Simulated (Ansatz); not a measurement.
Relaxed ZrO$_{2}$ (fluorite):

```xyz
6
Lattice="0.0000 5.1159 5.1159 2.5579 0.0000 2.5579 2.5579 2.5579 0.0000" Properties=species:S:1:pos:R:3 pbc="T T T"
Zr     0.0000     0.0000     0.0000
Zr     0.0000     2.5579     2.5579
O      1.2790     1.2790     1.2790
O      1.2790     3.8369     3.8369
O      3.8369     3.8369     3.8369
O      3.8369     6.3948     6.3948
```

Calculation: PBE (plane waves to 420 eV, PAW, scalar-relativistic; Ansatz, a program for electronic structure). k mesh 9×9×9 (Γ-centred), Fermi-Dirac smearing 0.05 eV. The PAW data are Ansatz's earlier set. This is a high-temperature form of ZrO2. ZrO2 is run without spin polarisation. ZrO2 was relaxed with its symmetry unable to fall.

One atom of the cell was then moved (with its periodic images), all else fixed, and the forces (eV/Å) came out as:

```csv
atom,Fx,Fy,Fz
Zr1,-0.065,0.055,0.055
Zr2,0.110,0.011,0.011
O3,-0.777,-0.933,-0.933
O4,-0.011,0.130,0.130
O5,0.193,0.263,0.263
O6,0.550,0.474,0.474
```

### Question
Which atom was moved, and by which vector (Å)?

### Answer
O3, by (0.10, 0.10, 0.10), 0.18 Å in all.

(A displaced cell: forces are minus the slopes of the energy, force constants its curvatures, and phonons follow from these.)
